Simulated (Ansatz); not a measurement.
# Zn: energy less free atoms and pressure against volume scale

Periodic Kohn-Sham DFT of a crystal at fixed atoms, scaled to volume_scale times the given cell; pressure positive in compression, energy less spherical unpolarised free atoms, largest_vzz the field gradient of largest size among the nuclei. The results are calculated, by Ansatz 0.2.0.

The cell before it is scaled or strained (space group Fm-3m, No. 225):
```
CELL_PARAMETERS angstrom
0.00000 1.96360 1.96360
1.96360 0.00000 1.96360
1.96360 1.96360 0.00000
ATOMIC_POSITIONS crystal
Zn 0.00000 0.00000 0.00000
```

Settings of every row: method all-electron LAPW; functional PBE; relativity scalar; k mesh 15x15x15; filling fermi-dirac; smearing width 0.05 eV; basis error target 0.5 meV/atom; nucleus gaussian.

Atom start moment: 0 on all atoms.

Limits: the cell comes from a prototype or a list of computed structures and needn't be the stable phase.

| row | volume scale | V (Å³/atom) | energy less free atoms (eV/atom) | pressure (GPa) |
| --- | --- | --- | --- | --- |
| 1 | 0.95 | 14.385 | -1.0746 | 4.11 |
| 2 | 0.975 | 14.764 | ? | ? |
| 3 | 1 | 15.143 | -1.0838 | 0.003 |
| 4 | 1.025 | 15.521 | -1.0818 | -1.616 |
| 5 | 1.05 | 15.899 | -1.0763 | -2.992 |

Question: what energy less free atoms and pressure should row 2 give?

Worked fit of energy less free atoms. Take u = (V_r/V)^(2/3) − 1 with V_r = 15.332 Å³ an atom, which is twice the finite (Eulerian) strain; such expansions in the strain, on which the Birch-Murnaghan equation of state is built, carry the rest volume and the bulk modulus. The shown rows have u = 0.04342, 0.0083, -0.00813, -0.02392. Least squares give energy less free atoms = −1.08329 − 0.1179 × u + 7.322 × u² eV/atom; a straight line predicts inner rows, each left out in turn, worse (root mean square 0.0051 against 9.9e-05 eV/atom). All shown rows lie on it to the printed digit. Its lowest point lies at u = 0.0081, or V = 15.15 Å³ an atom, and the curvature there gives the bulk modulus at fixed shape and fractions, B = (4/9)(1 + u)² E″(u)/V = 69.9 GPa. The withheld row has u = 0.02549, so the fit gives −1.08329 − 0.1179 × (0.02549) + 7.322 × (0.02549)² = -1.0815 eV/atom.

The calculation gave -1.0816 eV/atom. The fit lies 0.0001 eV/atom (1.1 % of the column's range) above it, one unit of the last digit.

Worked fit of pressure. Take u = (V_r/V)^(2/3) − 1 with V_r = 15.332 Å³ an atom, which is twice the finite (Eulerian) strain; such expansions in the strain, on which the Birch-Murnaghan equation of state is built, carry the rest volume and the bulk modulus. The shown rows have u = 0.04342, 0.0083, -0.00813, -0.02392. Least squares give pressure = −0.839 + 98.52 × u + 356.01 × u² GPa; a straight line predicts inner rows, each left out in turn, worse (root mean square 0.25 against 0.0008 GPa). All shown rows lie on it to the printed digit. The pressure vanishes at u = 0.0083, or V = 15.14 Å³ an atom, and there the bulk modulus at fixed shape and fractions is B = −V dP/dV = (2/3)(1 + u) dP/du = 70.2 GPa. The withheld row has u = 0.02549, so the fit gives −0.839 + 98.52 × (0.02549) + 356.01 × (0.02549)² = 1.904 GPa.

The calculation gave 1.898 GPa. The fit lies 0.006 GPa (0.084 % of the column's range) above it; its largest miss of a shown row is 0.000 GPa.
